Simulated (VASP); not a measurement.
# CsI (Pm-3m) in VASP: a series of runs

The runs below take CsI through single point, relaxation of cell and atoms, with PBE.

All numbers are computed with VASP 6.6.1; they aren't measurements. Logs are shortened: lines on timing, memory, paths and dates and some standing lists are left out, and cuts for length are marked.

**1. The undisturbed crystal**

The structure is cubic, space group Pm-3m (No. 221). Conventional cell: a = 4.666 Å, b = 4.666 Å, c = 4.666 Å, α = 90.00°, β = 90.00°, γ = 90.00°. Cs (site symmetry m-3m) is surrounded by 8 I at 4.04 Å. Around I (site symmetry m-3m) lie 8 Cs at 4.04 Å.

**2. Single point, PBE (cell and atoms relaxed tightly for response)**

The input, INCAR:

```
SYSTEM = CsI
ALGO = Normal
EDIFF = 1E-6
ENCUT = 520
GGA = PE
ISIF = 2
ISMEAR = 0
LASPH = .True.
LCHARG = .False.
LREAL = .False.
LWAVE = .False.
NBANDS = 15
NELM = 80
PREC = Accurate
SIGMA = 0.01
```

The input, KPOINTS:

```
k-points
0
Gamma
  6 6 6
  0 0 0
```

The input, POSCAR:

```
CsI
1.0
    4.6660158004      0.0000000000      0.0000000000
    0.0000000000      4.6660158004      0.0000000000
    0.0000000000      0.0000000000      4.6660158004
Cs I
1 1
Direct
    0.0000000000      0.0000000000      0.0000000000
    0.5000000000      0.5000000000      0.5000000000
```

Potentials or basis: VASP PAW PBE potentials, release 64 (Cs_sv, I).

Run with:

```sh
$ cat potpaw_PBE.64/Cs_sv/POTCAR potpaw_PBE.64/I/POTCAR > POTCAR
$ mpirun -np 1 vasp_std > vasp.out
```

OUTCAR:

```text
SYSTEM = CsI
   EDIFF = 1E-6
   ENCUT = 520
   GGA = PE
   ISIF = 2
   ISMEAR = 0
   LASPH = .True.
   LREAL = .False.
   NELM = 80
   PREC = Accurate

 ion  position               nearest neighbor table
   1  0.000  0.000  0.000-
   2  0.500  0.500  0.500-

  LATTYP: Found a simple cubic cell.
 ALAT       =     4.6660158004

  Lattice vectors:

 A1 = (   4.6660158004,   0.0000000000,   0.0000000000)
 A2 = (   0.0000000000,   4.6660158004,   0.0000000000)
 A3 = (   0.0000000000,   0.0000000000,   4.6660158004)

Analysis of symmetry for initial positions (statically):
=====================================================================
 Subroutine PRICEL returns:
 Original cell was already a primitive cell.

 Routine SETGRP: Setting up the symmetry group for a
 simple cubic supercell.

 Subroutine GETGRP returns: Found 48 space group operations
 (whereof 48 operations were pure point group operations)
 out of a pool of 48 trial point group operations.

The static configuration has the point symmetry O_h .

Analysis of symmetry for dynamics (positions and initial velocities):
=====================================================================
 Subroutine PRICEL returns:
 Original cell was already a primitive cell.

 Routine SETGRP: Setting up the symmetry group for a
 simple cubic supercell.

 Subroutine GETGRP returns: Found 48 space group operations
 (whereof 48 operations were pure point group operations)
 out of a pool of 48 trial point group operations.

The dynamic configuration has the point symmetry O_h .

 Subroutine INISYM returns: Found 48 space group operations
 (whereof 48 operations are pure point group operations),
 and found     1 'primitive' translations

----------------------------------------------------------------------------------------

                                     Primitive cell

  volume of cell :     101.5871

  direct lattice vectors                    reciprocal lattice vectors
     4.666015800  0.000000000  0.000000000     0.214315605  0.000000000  0.000000000
     0.000000000  4.666015800  0.000000000     0.000000000  0.214315605  0.000000000
     0.000000000  0.000000000  4.666015800     0.000000000  0.000000000  0.214315605

  length of vectors
     4.666015800  4.666015800  4.666015800     0.214315605  0.214315605  0.214315605

  position of ions in fractional coordinates (direct lattice)
     0.000000000  0.000000000  0.000000000
     0.500000000  0.500000000  0.500000000

  ion indices of the primitive-cell ions
   primitive index   ion index
                 1           1
                 2           2

----------------------------------------------------------------------------------------

 KPOINTS: k-points

Automatic generation of k-mesh.
 Grid dimensions read from file:
 generate k-points for:    6    6    6

 Generating k-lattice:

  Cartesian coordinates                     Fractional coordinates (reciprocal lattice)
     0.035719268  0.000000000  0.000000000     0.166666667  0.000000000  0.000000000
     0.000000000  0.035719268  0.000000000     0.000000000  0.166666667  0.000000000
     0.000000000  0.000000000  0.035719268     0.000000000  0.000000000  0.166666667

  Length of vectors
     0.035719268  0.035719268  0.035719268

  Shift w.r.t. Gamma in fractional coordinates (k-lattice)
     0.000000000  0.000000000  0.000000000

 Subroutine IBZKPT returns following result:
 ===========================================

 Found     20 irreducible k-points:

 Following reciprocal coordinates:
            Coordinates               Weight
  0.000000  0.000000  0.000000      1.000000
  0.166667  0.000000  0.000000      6.000000
  0.333333  0.000000  0.000000      6.000000
  0.500000  0.000000  0.000000      3.000000
  0.166667  0.166667  0.000000     12.000000
  0.333333  0.166667  0.000000     24.000000
[... 12 lines left out ...]
  0.500000  0.500000  0.333333      6.000000
  0.500000  0.500000  0.500000      1.000000
   k-points           NKPTS =     20   k-points in BZ     NKDIM =     20   number of bands    NBANDS=     15
   number of dos      NEDOS =    301   number of ions     NIONS =      2
   total plane-waves  NPLWV =  46656
   dimension x,y,z NGX =    36 NGY =   36 NGZ =   36
   dimension x,y,z NGXF=    72 NGYF=   72 NGZF=   72
   ions per type =               1   1
   NGX,Y,Z   is equivalent  to a cutoff of  12.83, 12.83, 12.83 a.u.
   NGXF,Y,Z  is equivalent  to a cutoff of  25.65, 25.65, 25.65 a.u.
 SYSTEM =  CsI
   PREC   = accura    normal or accurate (medium, high low for compatibility)
   ISTART =      0    job   : 0-new  1-cont  2-samecut
   ICHARG =      2    charge: 1-file 2-atom 10-const
   ISPIN  =      1    spin polarized calculation?
   LNONCOLLINEAR =      F non collinear calculations
   LSORBIT =      F    spin-orbit coupling
   LASPH  =      T    aspherical Exc in radial PAW
   ENCUT  =  520.0 eV  38.22 Ry    6.18 a.u.   8.68  8.68  8.68*2*pi/ulx,y,z
   NELM   =     80;   NELMIN=  2; NELMDL= -5     # of ELM steps
   EDIFF  = 0.1E-05   stopping-criterion for ELM
   LREAL  =      F    real-space projection
   EDIFFG = 0.1E-04   stopping-criterion for IOM
   NSW    =      0    number of steps for IOM
   IBRION =     -1    ionic relax: 0-MD 1-quasi-New 2-CG
   NFREE  =      0    steps in history (QN), initial steepest desc. (CG)
   ISIF   =      2    stress and relaxation
   ISYM   =      2    0-nonsym 1-usesym 2-fastsym
   POTIM  = 0.5000    time-step for ionic-motion
   TEBEG  =    0.0;   TEEND  =   0.0 temperature during run
   PSTRESS=    0.0 pullay stress
   NELECT =      16.0000    total number of electrons
   NUPDOWN=      -1.0000    fix difference up-down
   EMIN   =  10.00;   EMAX   =-10.00  energy-range for DOS
   EFERMI =   0.00;   METHOD = LEGACY
   ISMEAR =     0;   SIGMA  =   0.01  broadening in eV -4-tet -1-fermi 0-gaus
   EFERMI_NEDOS =   21; number of points for ismear=-14 and -15
   IALGO  =     38    algorithm
   IMIX   =      4    mixing-type and parameters
     AMIX     =   0.40;   BMIX     =  1.00
     AMIX_MAG =   1.60;   BMIX_MAG =  1.00
  volume/ion in A,a.u.               =      50.79       342.77
  Fermi-wavevector in a.u.,A,eV,Ry     =   0.884101  1.670709 10.634788  0.781635
  Thomas-Fermi vector in A             =   2.004956
   LORBIT       =      0    0 simple, 1 ext, 2 COOP (PROOUT), +10 PAW based schemes
   GGA     = PE    functional components
   LHFCALC =     F    Hartree Fock is set to
   AEXX    =    0.0000 exact exchange contribution
   IVDW    =     0    specifies the selected vdW correction
   LEPSILON=     F    determine dielectric tensor
   LRPA    =     F    only Hartree local field effects (RPA)
 non-spin polarized calculation
 Gauss-broadening in eV      SIGMA  =   0.01
  energy-cutoff  :      520.00
  volume of cell :      101.59
 maximum number of plane-waves:      2800
 NGX is ok and might be reduce to    36
   NGX = 17   NGY = 17   NGZ = 17

 number of electron      15.9999999 magnetization

 Free energy of the ion-electron system (eV)
  ---------------------------------------------------
  ext. energy  EPLUGINS =         0.00000000
  ---------------------------------------------------
  free energy    TOTEN  =        -5.44283760 eV

  energy without entropy =       -5.44283760  energy(sigma->0) =       -5.44283760

 E-fermi :   0.5184     XC(G=0):  -7.4957

 val. band max:        0.4450621104   @ k =   0.5000   0.5000   0.0000
 cond. band min:       4.1211989170   @ k =   0.0000   0.0000   0.0000
 fundamental gap:      3.6761368066
 Fermi energy:         0.5184451814

 k-point     1 :       0.0000    0.0000    0.0000
  band No.  band energies     occupation
      1     -20.0335      2.00000
      2     -10.1175      2.00000
      3      -6.7417      2.00000
      4      -6.7417      2.00000
      5      -6.7417      2.00000
      6       0.3487      2.00000
      7       0.3487      2.00000
      8       0.3487      2.00000
      9       4.1212      0.00000
     10       4.7137      0.00000
     11       4.7137      0.00000
     12       8.0641      0.00000
     13       8.0641      0.00000
     14       8.0641      0.00000
     15      10.4366      0.00000

 k-point     2 :       0.1667    0.0000    0.0000
  band No.  band energies     occupation
      1     -20.0289      2.00000
      2     -10.1172      2.00000
      3      -6.7778      2.00000
      4      -6.7296      2.00000
      5      -6.7296      2.00000
      6      -0.0685      2.00000
      7       0.3212      2.00000
      8       0.3212      2.00000
      9       4.6735      0.00000
     10       4.8706      0.00000
     11       5.2474      0.00000
     12       7.9874      0.00000
     13       7.9874      0.00000
     14       8.1797      0.00000
     15       9.3474      0.00000

 k-point     3 :       0.3333    0.0000    0.0000
  band No.  band energies     occupation
      1     -20.0198      2.00000
      2     -10.1181      2.00000
      3      -6.8417      2.00000
      4      -6.7053      2.00000
      5      -6.7053      2.00000
      6      -0.7032      2.00000
      7       0.2641      2.00000
      8       0.2641      2.00000
      9       5.2986      0.00000
     10       5.8012      0.00000
     11       6.3946      0.00000
     12       7.9813      0.00000
     13       7.9976      0.00000
     14       7.9976      0.00000
     15       8.4639      0.00000

 k-point     4 :       0.5000    0.0000    0.0000
  band No.  band energies     occupation
      1     -20.0152      2.00000
      2     -10.1194      2.00000
      3      -6.8695      2.00000
      4      -6.6929      2.00000
      5      -6.6929      2.00000
      6      -0.9658      2.00000
      7       0.2346      2.00000
      8       0.2346      2.00000
      9       5.6577      0.00000
     10       6.6644      0.00000
     11       6.8854      0.00000
     12       7.2926      0.00000
     13       8.1371      0.00000
     14       8.1371      0.00000
     15       8.6510      0.00000
[... 235 lines left out ...]
 k-point    18 :       0.5000    0.3333    0.3333
  band No.  band energies     occupation
      1     -19.9906      2.00000
      2      -9.9368      2.00000
      3      -6.9769      2.00000
      4      -6.9118      2.00000
      5      -6.8891      2.00000
      6      -0.5950      2.00000
      7      -0.5104      2.00000
      8      -0.3178      2.00000
      9       6.1479      0.00000
     10       6.5357      0.00000
     11       6.7794      0.00000
     12       7.7970      0.00000
     13       8.1913      0.00000
     14       8.2146      0.00000
     15       9.9061      0.00000

 k-point    19 :       0.5000    0.5000    0.3333
  band No.  band energies     occupation
      1     -19.9866      2.00000
      2      -9.9106      2.00000
      3      -6.9730      2.00000
      4      -6.9730      2.00000
      5      -6.8819      2.00000
      6      -0.6274      2.00000
      7      -0.6274      2.00000
      8      -0.4750      2.00000
      9       6.4013      0.00000
     10       6.9878      0.00000
     11       6.9878      0.00000
     12       7.3188      0.00000
     13       8.6475      0.00000
     14       8.6475      0.00000
     15       9.9186      0.00000

 k-point    20 :       0.5000    0.5000    0.5000
  band No.  band energies     occupation
      1     -19.9827      2.00000
      2      -9.8889      2.00000
      3      -6.9515      2.00000
      4      -6.9515      2.00000
      5      -6.9515      2.00000
      6      -0.7125      2.00000
      7      -0.7125      2.00000
      8      -0.7125      2.00000
      9       7.4193      0.00000
     10       7.4193      0.00000
     11       7.4193      0.00000
     12       8.0121      0.00000
     13       8.0121      0.00000
     14       8.0121      0.00000
     15       9.9076      0.00000

------------------------ aborting loop because EDIFF is reached ----------------------------------------

  FORCE on cell =-STRESS in cart. coord.  units (eV):
  Direction    XX          YY          ZZ          XY          YZ          ZX
  --------------------------------------------------------------------------------------
  -------------------------------------------------------------------------------------
  Total        0.0173542      0.0173542      0.0173542     -0.0000000     -0.0000000      0.0000000
  in kB        0.2737008      0.2737008      0.2737008     -0.0000000     -0.0000000      0.0000000
  external PRESSURE =       0.2737008 kB  Pullay stress =       0.0000000 kB

 VOLUME and BASIS-vectors are now :
 -----------------------------------------------------------------------------
  energy-cutoff  :      520.00
  volume of cell :      101.59
      direct lattice vectors                 reciprocal lattice vectors
     4.666015800  0.000000000  0.000000000     0.214315605  0.000000000  0.000000000
     0.000000000  4.666015800  0.000000000     0.000000000  0.214315605  0.000000000
     0.000000000  0.000000000  4.666015800     0.000000000  0.000000000  0.214315605

 POSITION                                       TOTAL-FORCE (eV/Angst)
 -----------------------------------------------------------------------------------
      0.00000      0.00000      0.00000         0.000000      0.000000      0.000000
      2.33301      2.33301      2.33301         0.000000      0.000000      0.000000
 -----------------------------------------------------------------------------------
    total drift:                               -0.000000      0.000000      0.000000

  FREE ENERGIE OF THE ION-ELECTRON SYSTEM (eV)
  ---------------------------------------------------
  free  energy   TOTEN  =        -5.4428376000 eV

  energy  without entropy=       -5.4428376000  energy(sigma->0) =       -5.44283760
```

Run time: 19 s. Hardware: 1 thread of Intel Xeon Platinum 8488C (Sapphire Rapids), shared host; peak memory 0.21 GiB.

What came out:

| Item | Value |
| --- | --- |
| Free energy | -5.4428 eV |
| Pressure | 0.0 GPa |
| Band gap on the k mesh | 3.68 eV, indirect (least direct gap 3.77 eV) |

Caveat: spin-orbit coupling is left out, which moves the levels of the heavy elements. A k mesh can miss the band edges.

**3. Relaxation of cell and atoms, PBE (cell and atoms relaxed tightly for response)**

The input, INCAR:

```
  PREC = Accurate
  ENCUT = 600
  EDIFF = 1E-6
  ISMEAR = 0
  SIGMA = 0.01
  LREAL = False
  LASPH = True
  NELM = 60
  ALGO = Normal
  ISIF = 3
  LWAVE = False
  LCHARG = False
  GGA = PE
  IBRION = 2
  NSW = 80
  EDIFFG = -0.001
```

The input, KPOINTS:

```
Automatic mesh
0
Gamma
  6 6 6
```

POSCAR is that of step 2.

Potentials or basis: VASP PAW PBE potentials, release 64 (Cs_sv, I).

Run with:

```sh
$ cat potpaw_PBE.64/Cs_sv/POTCAR potpaw_PBE.64/I/POTCAR > POTCAR
$ mpirun -np 1 vasp_std > vasp.out
```

It took 48 s on 1 thread of Intel Xeon Platinum 8488C (Sapphire Rapids), shared host; peak memory 0.26 GiB.

Results (log left out):

```
Free energy                            : -5.4428 eV
Relaxed volume                         : 50.92 Å³/atom
Relaxed cell                           : a = 4.670 Å, b = 4.670 Å, c = 4.670 Å, α = 90.00°, β = 90.00°, γ = 90.00°
Space group after relaxing (to 0.05 Å) : Pm-3m (No. 221)
Energy gained by relaxing              : 0.0 meV/atom
Ionic steps                            : 5
Pressure after relaxing                : 0.0 GPa
Band gap on the k mesh                 : 3.67 eV, indirect (least direct gap 3.77 eV)
```

Final structure:
```cif
data_structure
_symmetry_space_group_name_H-M 'P 1'
_symmetry_Int_Tables_number 1
_cell_length_a 4.6700
_cell_length_b 4.6700
_cell_length_c 4.6700
_cell_angle_alpha 90.000
_cell_angle_beta 90.000
_cell_angle_gamma 90.000
_cell_volume 101.85
loop_
_atom_site_label
_atom_site_type_symbol
_atom_site_fract_x
_atom_site_fract_y
_atom_site_fract_z
_atom_site_occupancy
Cs1 Cs 0.00000 0.00000 0.00000 1
I1 I 0.50000 0.50000 0.50000 1
```

Levels at points of the mesh, in eV from the valence-band top:
| k point | band 4 | band 5 | band 6 | band 7 | band 8 | band 9 | band 10 | band 11 | band 12 |
| --- | --- | --- | --- | --- | --- | --- | --- | --- | --- |
| (0.00, 0.00, 0.00) | -7.19 | -7.19 | -0.10 | -0.10 | -0.10 | 3.67 | 4.27 | 4.27 | 7.61 |
| (0.50, 0.00, 0.00) | -7.14 | -7.14 | -1.41 | -0.21 | -0.21 | 5.21 | 6.21 | 6.43 | 6.85 |
| (0.50, 0.50, 0.00) | -7.48 | -7.11 | -0.81 | -0.81 | 0.00 | 4.25 | 4.89 | 6.08 | 6.08 |
| (0.50, 0.50, 0.50) | -7.40 | -7.40 | -1.15 | -1.15 | -1.15 | 6.97 | 6.97 | 6.97 | 7.56 |

Caveat: spin-orbit coupling is left out, which moves the levels of the heavy elements. A k mesh can miss the band edges.
